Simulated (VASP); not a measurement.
# Se (P3_121) in VASP: a series of runs

The runs below take Se through relaxation of cell and atoms, single point, with PBE+D3(BJ), HSE06.

Program: VASP 6.6.1. These are calculated values, not measurements. Logs are shortened: lines on timing, memory, paths and dates and some standing lists are left out, and cuts for length are marked.

## 1. The crystal as given

The structure is trigonal, space group P3_121 (No. 152). Conventional cell: a = 4.366 Å, b = 4.366 Å, c = 4.954 Å, α = 90.00°, β = 90.00°, γ = 120.00°. Se (site symmetry 2) has 2 Se at 2.37 Å as nearest neighbours.

## 2. Relaxation of cell and atoms, PBE+D3(BJ)

File INCAR:

```
SYSTEM = Se
PREC = Accurate ; ENCUT = 600
EDIFF = 1E-6 ; ISMEAR = 0
SIGMA = 0.02 ; LREAL = .False.
LASPH = .True. ; NELM = 100
ALGO = Fast ; ISIF = 3
LWAVE = .False. ; LCHARG = .False.
GGA = PE ; IVDW = 12
IBRION = 2 ; NSW = 40
EDIFFG = -0.01
```

File KPOINTS:

```
regular mesh
0
Gamma
  6 6 6
  0 0 0
```

File POSCAR:

```
Se
1.0
    4.3662000000      0.0000000000      0.0000000000
   -2.1831000000      3.7812401180      0.0000000000
    0.0000000000      0.0000000000      4.9536000000
Se
3
Direct
    0.7746000000      0.7746000000      0.0000000000
    0.0000000000      0.2254000000      0.6666666667
    0.2254000000      0.0000000000      0.3333333333
```

Potentials or basis: VASP PAW PBE potentials, release 64 (Se).

Run with:

```console
$ cat potpaw_PBE.64/Se/POTCAR > POTCAR
$ mpirun -np 1 vasp_std > vasp.out
```

OUTCAR:

```text
SYSTEM = Se
   PREC = Accurate
   ENCUT = 600
   EDIFF = 1E-6
   ISMEAR = 0
   LREAL = .False.
   LASPH = .True.
   NELM = 100
   ISIF = 3
   GGA = PE
   IVDW = 12
   IBRION = 2
   NSW = 40
   EDIFFG = -0.01
 IVDW          = 12

 ion  position               nearest neighbor table
   1  0.775  0.775  0.000-   2 2.37   3 2.37
   2  0.000  0.225  0.667-   1 2.37   3 2.37
   3  0.225  0.000  0.333-   1 2.37   2 2.37

  LATTYP: Found a hexagonal cell.
 ALAT       =     4.3662000000
 C/A-ratio  =     1.1345334616

  Lattice vectors:

 A1 = (   4.3662000000,   0.0000000000,   0.0000000000)
 A2 = (  -2.1831000000,   3.7812401180,   0.0000000000)
 A3 = (   0.0000000000,   0.0000000000,   4.9536000000)

Analysis of symmetry for initial positions (statically):
=====================================================================
 Subroutine PRICEL returns:
 Original cell was already a primitive cell.

 Routine SETGRP: Setting up the symmetry group for a
 hexagonal supercell.

 Subroutine GETGRP returns: Found  6 space group operations
 (whereof  2 operations were pure point group operations)
 out of a pool of 24 trial point group operations.

The static configuration has the point symmetry C_2 .
 The point group associated with its full space group is D_3 .

Analysis of symmetry for dynamics (positions and initial velocities):
=====================================================================
 Subroutine PRICEL returns:
 Original cell was already a primitive cell.

 Routine SETGRP: Setting up the symmetry group for a
 hexagonal supercell.

 Subroutine GETGRP returns: Found  6 space group operations
 (whereof  2 operations were pure point group operations)
 out of a pool of 24 trial point group operations.

The dynamic configuration has the point symmetry C_2 .
 The point group associated with its full space group is D_3 .

 Subroutine INISYM returns: Found  6 space group operations
 (whereof  2 operations are pure point group operations),
 and found     1 'primitive' translations

----------------------------------------------------------------------------------------

                                     Primitive cell

  volume of cell :      81.7822

  direct lattice vectors                    reciprocal lattice vectors
     4.366200000  0.000000000  0.000000000     0.229032110  0.132231751  0.000000000
    -2.183100000  3.781240118  0.000000000     0.000000000  0.264463501  0.000000000
     0.000000000  0.000000000  4.953600000     0.000000000  0.000000000  0.201873385

  length of vectors
     4.366200000  4.366200000  4.953600000     0.264463501  0.264463501  0.201873385

  position of ions in fractional coordinates (direct lattice)
     0.774600000  0.774600000  0.000000000
     0.000000000  0.225400000  0.666666667
     0.225400000  0.000000000  0.333333333

  ion indices of the primitive-cell ions
   primitive index   ion index
                 1           1
                 2           2
                 3           3

----------------------------------------------------------------------------------------

 KPOINTS: regular mesh

Automatic generation of k-mesh.
 Grid dimensions read from file:
 generate k-points for:    6    6    6

 Generating k-lattice:

  Cartesian coordinates                     Fractional coordinates (reciprocal lattice)
     0.038172018  0.022038625  0.000000000     0.166666667  0.000000000  0.000000000
     0.000000000  0.044077250  0.000000000     0.000000000  0.166666667  0.000000000
     0.000000000  0.000000000  0.033645564     0.000000000  0.000000000  0.166666667

  Length of vectors
     0.044077250  0.044077250  0.033645564

  Shift w.r.t. Gamma in fractional coordinates (k-lattice)
     0.000000000  0.000000000  0.000000000

 Subroutine IBZKPT returns following result:
 ===========================================

 Found     34 irreducible k-points:

 Following reciprocal coordinates:
            Coordinates               Weight
  0.000000  0.000000  0.000000      1.000000
  0.166667  0.000000  0.000000      6.000000
  0.333333  0.000000  0.000000      6.000000
  0.500000  0.000000  0.000000      3.000000
  0.166667  0.166667  0.000000      6.000000
  0.333333  0.166667  0.000000     12.000000
[... 16 lines left out ...]
  0.500000  0.000000  0.333333      6.000000
  0.166667  0.166667  0.333333     12.000000
 [... further k-points ...]
   k-points           NKPTS =     34   k-points in BZ     NKDIM =     34   number of bands    NBANDS=     13
   number of dos      NEDOS =    301   number of ions     NIONS =      3
   total plane-waves  NPLWV =  51840
   dimension x,y,z NGX =    36 NGY =   36 NGZ =   40
   dimension x,y,z NGXF=    72 NGYF=   72 NGZF=   80
   ions per type =               3
   NGX,Y,Z   is equivalent  to a cutoff of  13.71, 13.71, 13.42 a.u.
   NGXF,Y,Z  is equivalent  to a cutoff of  27.41, 27.41, 26.85 a.u.
 SYSTEM =  Se
   PREC   = accura    normal or accurate (medium, high low for compatibility)
   ISTART =      0    job   : 0-new  1-cont  2-samecut
   ICHARG =      2    charge: 1-file 2-atom 10-const
   ISPIN  =      1    spin polarized calculation?
   LNONCOLLINEAR =      F non collinear calculations
   LSORBIT =      F    spin-orbit coupling
   LASPH  =      T    aspherical Exc in radial PAW
   ENCUT  =  600.0 eV  44.10 Ry    6.64 a.u.   8.72  8.72  9.89*2*pi/ulx,y,z
   NELM   =    100;   NELMIN=  2; NELMDL= -5     # of ELM steps
   EDIFF  = 0.1E-05   stopping-criterion for ELM
   LREAL  =      F    real-space projection
   EDIFFG = -.1E-01   stopping-criterion for IOM
   NSW    =     40    number of steps for IOM
   IBRION =      2    ionic relax: 0-MD 1-quasi-New 2-CG
   NFREE  =      1    steps in history (QN), initial steepest desc. (CG)
   ISIF   =      3    stress and relaxation
   ISYM   =      2    0-nonsym 1-usesym 2-fastsym
   POTIM  = 0.5000    time-step for ionic-motion
   TEBEG  =    0.0;   TEEND  =   0.0 temperature during run
   PSTRESS=    0.0 pullay stress
   NELECT =      18.0000    total number of electrons
   NUPDOWN=      -1.0000    fix difference up-down
   EMIN   =  10.00;   EMAX   =-10.00  energy-range for DOS
   EFERMI =   0.00;   METHOD = LEGACY
   ISMEAR =     0;   SIGMA  =   0.02  broadening in eV -4-tet -1-fermi 0-gaus
   EFERMI_NEDOS =   21; number of points for ismear=-14 and -15
   IALGO  =     68    algorithm
   IMIX   =      4    mixing-type and parameters
     AMIX     =   0.40;   BMIX     =  1.00
     AMIX_MAG =   1.60;   BMIX_MAG =  1.00
  volume/ion in A,a.u.               =      27.26       183.96
  Fermi-wavevector in a.u.,A,eV,Ry     =   0.988430  1.867862 13.292817  0.976995
  Thomas-Fermi vector in A             =   2.119956
   LORBIT       =      0    0 simple, 1 ext, 2 COOP (PROOUT), +10 PAW based schemes
   GGA     = PE    functional components
   LHFCALC =     F    Hartree Fock is set to
   AEXX    =    0.0000 exact exchange contribution
   IVDW    =    12    specifies the selected vdW correction
   LEPSILON=     F    determine dielectric tensor
   LRPA    =     F    only Hartree local field effects (RPA)
 conjugate gradient relaxation of ions
 non-spin polarized calculation
 RMM-DIIS sequential band-by-band and
 Gauss-broadening in eV      SIGMA  =   0.02
  energy-cutoff  :      600.00
  volume of cell :       81.78
 maximum number of plane-waves:      2756
 NGX is ok and might be reduce to    36
   NGX = 17   NGY = 17   NGZ = 19

--------------------------------------- Ionic step        1  -------------------------------------------

 number of electron      18.0000000 magnetization

 Free energy of the ion-electron system (eV)
  ---------------------------------------------------
  ext. energy  EPLUGINS =         0.00000000
  ---------------------------------------------------
  free energy    TOTEN  =       -10.46960917 eV

  energy without entropy =      -10.46960917  energy(sigma->0) =      -10.46960917

------------------------ aborting loop because EDIFF is reached ----------------------------------------

 Edisp (eV)   -0.94632

 E8    (eV) :    -0.3892

  FORCE on cell =-STRESS in cart. coord.  units (eV):
  Direction    XX          YY          ZZ          XY          YZ          ZX
  --------------------------------------------------------------------------------------
  -------------------------------------------------------------------------------------
  Total       0.11164     0.11164     1.09221     0.00000     0.00000     0.00000
  in kB       2.18703     2.18703    21.39726     0.00000     0.00000     0.00000
  external pressure =        8.59 kB  Pullay stress =        0.00 kB
[... 100 lines left out ...]
  FREE ENERGIE OF THE ION-ELECTRON SYSTEM (eV)
  ---------------------------------------------------
  free  energy   TOTEN  =       -11.4311945994 eV

  energy  without entropy=      -11.4311945994  energy(sigma->0) =      -11.43119460

[... ionic steps 4 to 10 ...]

--------------------------------------- Ionic step       11  -------------------------------------------

 number of electron      17.9999999 magnetization

------------------------ aborting loop because EDIFF is reached ----------------------------------------

 Edisp (eV)   -1.07246

 E8    (eV) :    -0.4431
[... 71 lines left out ...]
  energy  without entropy=      -11.4909027499  energy(sigma->0) =      -11.49090275

--------------------------------------- Ionic step       13  -------------------------------------------

 number of electron      17.9999999 magnetization

 Free energy of the ion-electron system (eV)
  ---------------------------------------------------
  ext. energy  EPLUGINS =         0.00000000
  ---------------------------------------------------
  free energy    TOTEN  =       -10.42433261 eV

  energy without entropy =      -10.42433261  energy(sigma->0) =      -10.42433261

 E-fermi :   3.7807     XC(G=0):  -9.4249

 val. band max:        3.6538460143   @ k =   0.3333   0.3333   0.5000
 cond. band min:       4.1827189132   @ k =   0.3333   0.3333   0.5000
 fundamental gap:      0.5288728989
 Fermi energy:         3.7806924928

 k-point     1 :       0.0000    0.0000    0.0000
  band No.  band energies     occupation
      1     -12.2746      2.00000
      2      -8.2433      2.00000
      3      -8.2433      2.00000
      4       0.0313      2.00000
      5       0.2276      2.00000
      6       0.2276      2.00000
      7       1.8007      2.00000
      8       1.8007      2.00000
      9       3.1341      2.00000
     10       5.1286      0.00000
     11       5.1286      0.00000
     12       5.7153      0.00000
     13      10.0801      0.00000
[... 353 lines left out ...]
 k-point    24 :       0.1667    0.1667    0.3333
  band No.  band energies     occupation
      1     -11.3265      2.00000
      2     -10.0538      2.00000
      3      -7.0140      2.00000
      4      -1.6157      2.00000
      5      -0.9610      2.00000
      6       0.0098      2.00000
      7       1.0944      2.00000
      8       2.4665      2.00000
      9       2.9471      2.00000
     10       4.9768      0.00000
     11       5.7730      0.00000
     12       6.4935      0.00000
     13       9.5984      0.00000

 [... further k-points ...]

------------------------ aborting loop because EDIFF is reached ----------------------------------------

 Edisp (eV)   -1.06660

 E8    (eV) :    -0.4407

  FORCE on cell =-STRESS in cart. coord.  units (eV):
  Direction    XX          YY          ZZ          XY          YZ          ZX
  --------------------------------------------------------------------------------------
  -------------------------------------------------------------------------------------
  Total      -0.01775    -0.01775    -0.02261     0.00000    -0.00000     0.00000
  in kB      -0.38639    -0.38639    -0.49206     0.00000    -0.00000     0.00000
  external pressure =       -0.42 kB  Pullay stress =        0.00 kB
[... 18 lines left out ...]
  FREE ENERGIE OF THE ION-ELECTRON SYSTEM (eV)
  ---------------------------------------------------
  free  energy   TOTEN  =       -11.4909362307 eV

  energy  without entropy=      -11.4909362307  energy(sigma->0) =      -11.49093623

 reached required accuracy - stopping structural energy minimisation
```

Wall time 7.5 min (1 thread of Intel Xeon Platinum 8375C at 2.90GHz (Ice Lake), shared host); peak memory 0.25 GiB.

Results:

- Free energy: -11.4909 eV
- Relaxed volume: 24.54 Å³/atom
- Relaxed cell: a = 4.071 Å, b = 4.071 Å, c = 5.130 Å, α = 90.00°, β = 90.00°, γ = 120.00°
- Space group after relaxing (to 0.05 Å): P3_121 (No. 152)
- Energy gained by relaxing: 25.0 meV/atom
- Ionic steps: 13
- Pressure after relaxing: 0.0 GPa
- Largest force after relaxing: 0.003 eV/Å
- Band gap on the k mesh: 0.53 eV, direct
- Dispersion energy per atom: -0.356 eV

Forces in eV/Å, atoms in the order of the input:
```
Se   0.002  0.003  0.000
Se   0.002 -0.003  0.000
Se  -0.003  0.000  0.000
```

Step by step:
```
step  energy change (eV)  largest force (eV/Å)  pressure (GPa)  volume (Å³)
   1              0.0000                0.4466            0.86        81.78
   2             -0.0110                0.0981           -1.79        83.52
   3             -0.0153                0.0801           -0.91        82.90
   4             -0.0277                0.0817           -0.81        81.62
   5             -0.0576                0.1029           -0.25        77.83
   6             -0.0597                0.1851            2.17        70.42
   7             -0.0705                0.1543            0.66        74.30
   8             -0.0708                0.1625            0.94        73.41
   9             -0.0748                0.0141           -0.05        73.22
  10             -0.0749                0.0106            0.09        73.25
  11             -0.0749                0.0076            0.07        73.25
  12             -0.0750                0.0045            0.06        73.34
  13             -0.0750                0.0031           -0.04        73.62
```

Final structure:
```xyz
3
Lattice="4.0708 0.0000 0.0000 -2.0354 3.5254 0.0000 0.0000 0.0000 5.1296" Properties=species:S:1:pos:R:3 pbc="T T T"
Se    1.5315    2.6526    0.0000
Se    3.5669    0.8728    3.4198
Se    1.0079    0.0000    1.7099
```

(Part 1 of 2 ends here.)
